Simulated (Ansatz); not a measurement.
Structure: zincblende AlN, at its r2SCAN minimum. Space group F-43m (No. 216), cubic; conventional cell a = 4.370 Å, 10.43 Å³ an atom. Around Al lie 4 N at 1.89 Å; around N lie 4 Al at 1.89 Å.

```
CELL_PARAMETERS angstrom
0.00000 2.18488 2.18488
2.18488 0.00000 2.18488
2.18488 2.18488 0.00000
ATOMIC_POSITIONS crystal
Al 0.00000 0.00000 0.00000
N 0.25000 0.25000 0.25000
```

4 runs of Ansatz on this cell differ in the functional (and in the settings that go with it). Levels are in eV from each run's valence top; v1 is the last filled band, c1 the first empty one.

Run A, mean stress +4.6 GPa (compression positive):

| point | v3 | v1 | c1 | c2 | c3 |
| --- | --- | --- | --- | --- | --- |
| Γ | 0.00 | 0.00 | 4.18 | 12.57 | 12.57 |
| X | -4.89 | -1.77 | 3.33 | 8.62 | 13.94 |
| U | -4.24 | -1.36 | 5.17 | 10.10 | 13.06 |
| L | -5.84 | -0.48 | 7.37 | 9.85 | 11.14 |

Run B, mean stress -0.6 GPa (compression positive):

| point | v3 | v1 | c1 | c2 | c3 |
| --- | --- | --- | --- | --- | --- |
| Γ | 0.00 | 0.00 | 5.55 | 14.28 | 14.28 |
| X | -5.29 | -1.93 | 4.55 | 10.08 | 16.09 |
| U | -4.58 | -1.49 | 6.50 | 11.73 | 15.10 |
| L | -6.31 | -0.52 | 8.88 | 11.62 | 12.74 |

Run C, mean stress 0.0 GPa (compression positive):

| point | v3 | v1 | c1 | c2 | c3 |
| --- | --- | --- | --- | --- | --- |
| Γ | 0.00 | 0.00 | 4.84 | 13.52 | 13.52 |
| X | -4.94 | -1.81 | 3.94 | 9.48 | 15.16 |
| U | -4.28 | -1.40 | 5.83 | 11.00 | 14.20 |
| L | -5.89 | -0.49 | 8.19 | 10.80 | 11.95 |

Run D, mean stress -0.7 GPa (compression positive):

| point | v3 | v1 | c1 | c2 | c3 |
| --- | --- | --- | --- | --- | --- |
| Γ | 0.00 | 0.00 | 6.27 | 15.06 | 15.06 |
| X | -5.33 | -1.94 | 5.28 | 10.84 | 16.87 |
| U | -4.62 | -1.50 | 7.25 | 12.49 | 15.88 |
| L | -6.35 | -0.53 | 9.64 | 12.39 | 13.51 |

**Question.** Match the runs to PBE, r2SCAN, HSE06, PBE0.

**Answer.** A is PBE, B is HSE06, C is r2SCAN, D is PBE0. In order of the gap: PBE 3.33, r2SCAN 3.94, HSE06 4.55, PBE0 5.28 eV. The stress vanishes for r2SCAN, which relaxed the cell.

Calculated for a static, non-magnetic cell.

The stress of a hybrid is loosely converged in these runs.

The meshes of the hybrids are coarse, so their gaps aren't converged to the digits shown.
